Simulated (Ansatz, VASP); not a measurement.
# One calculation of Ru, two programs

Contents of INCAR:

```
SYSTEM = Ru
PREC = Accurate
ENCUT = 600
EDIFF = 1E-6
ISMEAR = -1
SIGMA = 0.1
LREAL = .False.
LASPH = .True.
NELM = 100
ALGO = Normal
ISIF = 3
LWAVE = .False.
LCHARG = .False.
GGA = CA
IBRION = 2
NSW = 80
EDIFFG = -0.01
```

Contents of KPOINTS:

```
Automatic mesh
0
Gamma
  13 13 13
  0 0 0
```

Contents of POSCAR:

```
Ru
1.0
    2.4462764308      0.0000000000      0.0000000000
    0.0000000000      2.4462764308      0.0000000000
    0.0000000000      0.0000000000      2.4462764308
Ru
1
Direct
    0.0000000000      0.0000000000      0.0000000000
```

Input for Ansatz:

```yaml
crystal:
  lattice:
    - [2.4462764308, 0.0, 0.0]
    - [0.0, 2.4462764308, 0.0]
    - [0.0, 0.0, 2.4462764308]
  atoms:
    - { symbol: Ru, position: [0.0, 0.0, 0.0] }
hamiltonian:
  xc: lda
  pseudopotentials:
    kind: paw
    azcp:
      Ru: "pseudopotentials/Ru.paw.azcp"
basis:
  ecutwfc: 420
  fft_grid_basis: typed
kpoints:
  mp_grid: { grid: [13, 13, 13], shift: [0, 0, 0] }
magnetization:
  spin_polarized: false
scf:
  occupations: { method: fermi_dirac, width: 0.1 }
relax:
  max_steps: 60
  f_tol: 0.01
  cell: {}
output:
  write_density: true
  write_potential: true
  elf: true
  volumetric_format: npy
```

The cell was built by a generator and needn't be a form met in nature.

Alike in both runs: task relaxation of cell and atoms; functional LDA; k mesh 13 × 13 × 13; occupations fermi-dirac, width 0.1 eV; no spin polarisation.

|  | VASP | Ansatz |
| --- | --- | --- |
| version | VASP 6.6.1 | Ansatz 0.2.0 |
| potentials or method | VASP PAW LDA potentials, release 64 (Ru_pv) | plane waves (420 eV) with PAW, scalar-relativistic |
| plane-wave cutoff (eV) | 600 | 420 |
| valence electrons in the cell | 14 | 16 |

VASP gave:

```
relaxed volume (Å³/atom)                                     : 15.02
relaxed cell length with the largest relative difference (Å) : 2.467
energy change over the relaxation (meV/atom)                 : -8
```

Q: What did Ansatz give for the same quantities?

A: Relaxed volume (Å³/atom): 14.96; relaxed cell length with the largest relative difference (Å): 2.464; energy change over the relaxation (meV/atom): -6.

The two sets of potentials don't hold the same shells in valence. Ansatz warned: «pseudo_functional_mismatch».
